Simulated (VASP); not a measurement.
# Ta (Im-3m) in VASP: notebook, part 2 of 2

VASP 6.6.1.

**4. Relaxation of the atoms, PBE+D3(BJ)**

INCAR reads:

```
PREC = Accurate
ENCUT = 600
EDIFF = 1E-7
ISMEAR = 1
SIGMA = 0.1
LREAL = False
LASPH = True
NELM = 80
ALGO = Normal
ISIF = 2
LWAVE = False
LCHARG = False
GGA = PE
IVDW = 12
IBRION = 2
NSW = 40
EDIFFG = -0.01
```

KPOINTS reads:

```
Automatic mesh
0
Gamma
  16 16 16
```

POSCAR reads:

```
Ta                                      
1.0
   -1.6438463425      1.6438463425      1.6438463425
    1.6438463425     -1.6438463425      1.6438463425
    1.6438463425      1.6438463425     -1.6438463425
  Ta            
     1
Direct
     0.0000000000000000    0.0000000000000000    0.0000000000000000
```

Potentials or basis: VASP PAW PBE potentials, release 64 (Ta_pv).

The run is started by

```sh
$ cat potpaw_PBE.64/Ta_pv/POTCAR > POTCAR
$ mpirun -np 1 vasp_std > vasp.out
```

OUTCAR:

```text
PREC = Accurate
   ENCUT = 600
   EDIFF = 1E-7
   ISMEAR = 1
   LREAL = False
   LASPH = True
   NELM = 80
   ISIF = 2
   GGA = PE
   IVDW = 12
   IBRION = 2
   NSW = 40
   EDIFFG = -0.01
 IVDW          = 12

 ion  position               nearest neighbor table
   1  0.000  0.000  0.000-

  LATTYP: Found a body centered cubic cell.
 ALAT       =     3.2876926850

  Lattice vectors:
[... 470 lines left out ...]
      7       8.9874      0.00000
      8      10.5232      0.00000
      9      12.4490      0.00000

 [... further k-points ...]

------------------------ aborting loop because EDIFF is reached ----------------------------------------

 Edisp (eV)   -0.67183

 E8    (eV) :    -0.3518

  FORCE on cell =-STRESS in cart. coord.  units (eV):
  Direction    XX          YY          ZZ          XY          YZ          ZX
  --------------------------------------------------------------------------------------
  -------------------------------------------------------------------------------------
  Total      -0.00145    -0.00145    -0.00145     0.00000    -0.00000     0.00000
  in kB      -0.13107    -0.13107    -0.13107     0.00000    -0.00000     0.00000
  external pressure =       -0.13 kB  Pullay stress =        0.00 kB

 VOLUME and BASIS-vectors are now :
 -----------------------------------------------------------------------------
  energy-cutoff  :      600.00
  volume of cell :       17.77
      direct lattice vectors                 reciprocal lattice vectors
    -1.643846343  1.643846343  1.643846343     0.000000000  0.304164682  0.304164682
     1.643846343 -1.643846343  1.643846343     0.304164682  0.000000000  0.304164682
     1.643846343  1.643846343 -1.643846343     0.304164682  0.304164682  0.000000000

 POSITION                                       TOTAL-FORCE (eV/Angst)
 -----------------------------------------------------------------------------------
      0.00000      0.00000      0.00000         0.000000     -0.000000     -0.000000
 -----------------------------------------------------------------------------------
    total drift:                               -0.000000      0.000000      0.000000

  FREE ENERGIE OF THE ION-ELECTRON SYSTEM (eV)
  ---------------------------------------------------
  free  energy   TOTEN  =       -12.4705246429 eV

  energy  without entropy=      -12.4699559187  energy(sigma->0) =      -12.47033507

 reached required accuracy - stopping structural energy minimisation
```

OSZICAR:

```text
N       E                     dE             d eps       ncg     rms          rms(c)
DAV:   1     0.511910149529E+02    0.51191E+02   -0.70707E+03  2610   0.130E+03
DAV:   2    -0.114896561539E+02   -0.62681E+02   -0.61805E+02  3281   0.264E+02
DAV:   3    -0.122478528896E+02   -0.75820E+00   -0.74206E+00  3028   0.286E+01
DAV:   4    -0.122535131947E+02   -0.56603E-02   -0.55598E-02  2913   0.195E+00
DAV:   5    -0.122535498698E+02   -0.36675E-04   -0.36665E-04  2982   0.145E-01    0.137E+01
DAV:   6    -0.119058360469E+02    0.34771E+00   -0.38298E-01  2718   0.764E+00    0.675E+00
DAV:   7    -0.117998735666E+02    0.10596E+00   -0.32119E-01  2734   0.663E+00    0.395E-01
DAV:   8    -0.117987198155E+02    0.11538E-02   -0.44473E-03  2823   0.831E-01    0.944E-02
DAV:   9    -0.117986957153E+02    0.24100E-04   -0.12073E-04  2792   0.145E-01    0.327E-02
DAV:  10    -0.117986902671E+02    0.54483E-05   -0.45200E-06  2927   0.314E-02    0.529E-03
DAV:  11    -0.117986903253E+02   -0.58191E-07   -0.23861E-07  2758   0.693E-03
   1 F= -.12470525E+02 E0= -.12470335E+02  d E =-.124705E+02
```

Run time: 9.4 s. Hardware: 1 thread of Intel Xeon Platinum 8488C (Sapphire Rapids), shared host; peak memory 0.17 GiB.

Results:

```
Free energy                : -12.4705 eV
Pressure after relaxing    : 0.0 GPa
Band gap on the k mesh     : none (metal or under the smearing width)
Dispersion energy per atom : -0.672 eV
```

Final structure:
```
Ta
1.0
    -1.64385    1.64385    1.64385
     1.64385   -1.64385    1.64385
     1.64385    1.64385   -1.64385
Ta
1
Direct
  0.00000 0.00000 0.00000
```

Levels at points of the mesh, in eV from the Fermi level:
| k point | band 1 | band 2 | band 3 | band 4 | band 5 | band 6 | band 7 | band 8 | band 9 |
| --- | --- | --- | --- | --- | --- | --- | --- | --- | --- |
| (0.00, 0.00, 0.00) | -33.00 | -33.00 | -33.00 | -7.94 | 0.76 | 0.76 | 0.76 | 4.08 | 4.08 |
| (0.50, 0.00, 0.00) | -34.22 | -33.39 | -33.01 | -4.41 | -1.56 | 1.67 | 3.97 | 5.01 | 7.95 |
| (0.50, 0.50, 0.50) | -33.85 | -33.85 | -33.85 | -3.86 | -3.86 | 6.97 | 6.97 | 6.97 | 8.80 |

Caveat: the relaxation stopped at its first step, so nothing moved; pairwise dispersion overbinds metals, which lowers pressure and volume. Spin-orbit coupling is left out, which matters for the levels of Ta.

**5. The runs side by side**

| cell | gap on the mesh (eV) | pressure (GPa) |
| --- | --- | --- |
| atoms relaxed from: a relaxed cell with its volume scaled by 0.96 | none | 8.8 |
| atoms relaxed from: a relaxed cell with its volume scaled by 0.98 | none | 4.2 |
| atoms relaxed | none | 0.0 |

Alike in all rows: task relaxation of the atoms; level PBE+D3(BJ); potentials or basis VASP PAW PBE potentials, release 64 (Ta_pv); no spin polarisation; k mesh 16 × 16 × 16; cutoff (eV) 600; smearing methfessel-paxton 0.1 eV.

Caveats: the relaxation stopped at its first step, so nothing moved; pairwise dispersion overbinds metals, which lowers pressure and volume.

Total energies depend on the potentials used, so only differences within one code and one set of settings carry meaning.
